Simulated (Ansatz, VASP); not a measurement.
## Two plane-wave programs on Zr

The input INCAR:

```
SYSTEM = Zr
ALGO = Normal
EDIFF = 1E-6
ENCUT = 520
GGA = RP
ISIF = 2
ISMEAR = -1
LASPH = .True.
LCHARG = .False.
LREAL = .False.
LWAVE = .False.
NBANDS = 12
NELM = 100
PREC = Accurate
SIGMA = 0.1
```

File KPOINTS:

```
k-points
0
Gamma
  14 14 14
  0 0 0
```

The input POSCAR:

```
Zr
1.0
   -1.7297605721      1.7297605721      1.7297605721
    1.7297605721     -1.7297605721      1.7297605721
    1.7297605721      1.7297605721     -1.7297605721
Zr
1
Direct
    0.0000000000      0.0000000000      0.0000000000
```

Input for Ansatz:

```yaml
crystal:
  lattice:
    - [-1.7297605721, 1.7297605721, 1.7297605721]
    - [1.7297605721, -1.7297605721, 1.7297605721]
    - [1.7297605721, 1.7297605721, -1.7297605721]
  atoms:
    - { symbol: Zr, position: [0.0, 0.0, 0.0] }
hamiltonian:
  xc: rpbe
  pseudopotentials:
    kind: paw
    azcp:
      Zr: "pseudopotentials/Zr.paw.azcp"
basis:
  ecutwfc: 420
  fft_grid_basis: typed
kpoints:
  mp_grid: { grid: [14, 14, 14], shift: [0, 0, 0] }
magnetization:
  spin_polarized: false
scf:
  occupations: { method: fermi_dirac, width: 0.1 }
  lower_state_search: "off"
output:
  stress: true
  write_density: true
  write_potential: true
  elf: true
  volumetric_format: npy
```

Alike in both runs: task single point; functional RPBE; k mesh 14 × 14 × 14; occupations fermi-dirac, width 0.1 eV; no spin polarisation.

|  | VASP | Ansatz |
| --- | --- | --- |
| version | VASP 6.6.1 | Ansatz 0.2.0 |
| potentials or method | VASP PAW PBE potentials, release 64 (Zr_sv) | plane waves (420 eV) with PAW, scalar-relativistic |
| plane-wave cutoff (eV) | 520 | 420 |
| valence electrons in the cell | 12 | 12 |

```tsv
	VASP	Ansatz	Ansatz less VASP
pressure (GPa)	12.8	12.8	-0.03
```

Caveats: the PAW data sets were made with another functional, which shifts forces and pressure a little (VASP).
